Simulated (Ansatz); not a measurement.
Phases of Ga at 39 GPa

Structure types of Ga are relaxed in primitive cells with their symmetry kept at 39 GPa, first on PAW files, then by LAPW. The enthalpy is E + pV at zero temperature, without zero-point motion. Only the types listed were tried, and differences under about 5 meV/atom are mesh noise. Not among the end structures: fcc, which may lie lower.

Level of theory: DFT with PBE, scalar-relativistic, in Ansatz 0.2.0; Fermi–Dirac smearing of 0.1 eV, no spin polarisation. LAPW: all electrons, basis error target 0.5 meV/atom; PAW: frozen-core files, cutoff 420 eV.

k meshes: bcc 18×18×18, hcp 16×16×9, beta tin 17×17×17, omega 9×9×12, simple hexagonal 17×17×16.

Question: Order the types by LAPW enthalpy, lowest first.
A. omega
B. simple hexagonal
C. hcp
D. beta tin
E. bcc

Answer: C (0 meV/atom), E (39 meV/atom), A (54 meV/atom), B (102 meV/atom), D (161 meV/atom).

```json
{"start type": "bcc", "ends as": "bcc, Im-3m", "a, b, c (Å)": "3.005, 3.005, 3.005", "V (Å³/atom)": "13.57", "H − H(lowest), LAPW (meV/atom)": "39.3", "same, PAW": "39.4"}
{"start type": "hcp", "ends as": "hcp, P6_3/mmc", "a, b, c (Å)": "2.657, 2.657, 4.400", "V (Å³/atom)": "13.45", "H − H(lowest), LAPW (meV/atom)": "0.0", "same, PAW": "0.0"}
{"start type": "beta tin", "ends as": "beta tin, I4_1/amd", "a, b, c (Å)": "4.738, 4.738, 2.485", "V (Å³/atom)": "13.95", "H − H(lowest), LAPW (meV/atom)": "160.5", "same, PAW": "160.7"}
{"start type": "omega", "ends as": "omega, P6/mmm", "a, b, c (Å)": "4.313, 4.313, 2.533", "V (Å³/atom)": "13.60", "H − H(lowest), LAPW (meV/atom)": "54.5", "same, PAW": "54.6"}
{"start type": "simple hexagonal", "ends as": "simple hexagonal, P6/mmm", "a, b, c (Å)": "2.549, 2.549, 2.454", "V (Å³/atom)": "13.81", "H − H(lowest), LAPW (meV/atom)": "102.3", "same, PAW": "102.4"}
```

Question: Split the lead of hcp over bcc into energy and pV.

Answer: For bcc less hcp: ΔE = +11.3 meV/atom, and p·ΔV = 39 GPa × +0.1150 Å³ × 6.242 meV/(GPa·Å³) = +28.0 meV/atom, together 39.3 meV/atom. hcp wins on both counts.
